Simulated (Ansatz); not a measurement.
**Caesium, fcc under RPBE: structure, energy and stiffness**

The plan for caesium in the fcc structure: relax it, solve it on a dense k-mesh, then scale the cell to 7 volumes from 88 to 112 % of the relaxed one and try a fit of the equation of state. Spin polarisation is left out. The k-meshes are 7×7×7 for the relaxation; 11×11×11 for the dense run; 8×8×8 for the volumes.

This is Cs in the fcc structure; at room conditions it is bcc.

Method: DFT RPBE, plane waves (420 eV) with PAW, scalar-relativistic; the PAW data stem from PBE, with regenerated cores, in Ansatz 0.2.0.

**1. Starting point**

The structure is cubic, space group Fm-3m (No. 225). Conventional cell: a = 7.616 Å, b = 7.616 Å, c = 7.616 Å, α = 90.00°, β = 90.00°, γ = 90.00°.

Coordinates:

```cif
data_structure
_symmetry_space_group_name_H-M 'P 1'
_symmetry_Int_Tables_number 1
_cell_length_a 5.3855
_cell_length_b 5.3855
_cell_length_c 5.3855
_cell_angle_alpha 60.000
_cell_angle_beta 60.000
_cell_angle_gamma 60.000
_cell_volume 110.45
loop_
_atom_site_label
_atom_site_type_symbol
_atom_site_fract_x
_atom_site_fract_y
_atom_site_fract_z
_atom_site_occupancy
Cs1 Cs 0.00000 0.00000 0.00000 1
```

**2. Relaxing cell and atoms**

The input, input.yaml:

```yaml
crystal:
  lattice:
    - [0.0, 3.8081113733, 3.8081113733]
    - [3.8081113733, 0.0, 3.8081113733]
    - [3.8081113733, 3.8081113733, 0.0]
  atoms:
    - { symbol: Cs, position: [0.0, 0.0, 0.0] }
hamiltonian:
  xc: rpbe
  pseudopotentials:
    kind: paw
    azcp:
      Cs: "pseudopotentials/Cs.paw.azcp"
basis:
  ecutwfc: 420
  fft_grid_basis: typed
kpoints:
  mp_grid: { grid: [7, 7, 7], shift: [0, 0, 0] }
magnetization:
  spin_polarized: false
scf:
  occupations: { method: fermi_dirac, width: 0.1 }
relax:
  max_steps: 60
  f_tol: 0.01
  cell: {}
output:
  write_density: true
  write_potential: true
  elf: true
  volumetric_format: npy
```

Started as:

```console
$ ansatz run input.yaml --threads 2 --pin off --max-ram 5120MiB --backend cpu --events-out ev --progress --plain --runs-dir out
```

The runs that follow: Dense single point; At 88 % of the relaxed volume; At 92 % of the relaxed volume; At 96 % of the relaxed volume; At 100 % of the relaxed volume; At 104 % of the relaxed volume; At 108 % of the relaxed volume; At 112 % of the relaxed volume.

**Question.** What will these runs give? Wanted: space group; conventional cell; volume; shortest distance; gap on the mesh; relative to bcc; V₀, B₀, B₀′.

**Answer**, as computed:

| quantity | value |
| --- | --- |
| space group (spins left aside) | Fm-3m (No. 225) |
| conventional cell | a = 8.062 Å |
| volume | 131.023 Å³/atom |
| shortest distance | 5.701 Å |
| gap on the mesh | none (levels filled in part) |
| relative to bcc | -1 meV/atom |
| V₀, B₀, B₀′ | 132.422 Å³/atom, 1.7 GPa, 3.6 |

The relaxation enlarged the cell by 18.6 % in volume. It lies 1 meV/atom below the element's reference form at the same level (bcc, from a run of its own), within what mesh and smearing can decide. Levels at the Fermi energy are filled in part, as in a metal. B₀ comes out at 1.7 GPa, a soft solid. The symmetry was held, so the structure may be unstable against distortions that break it.
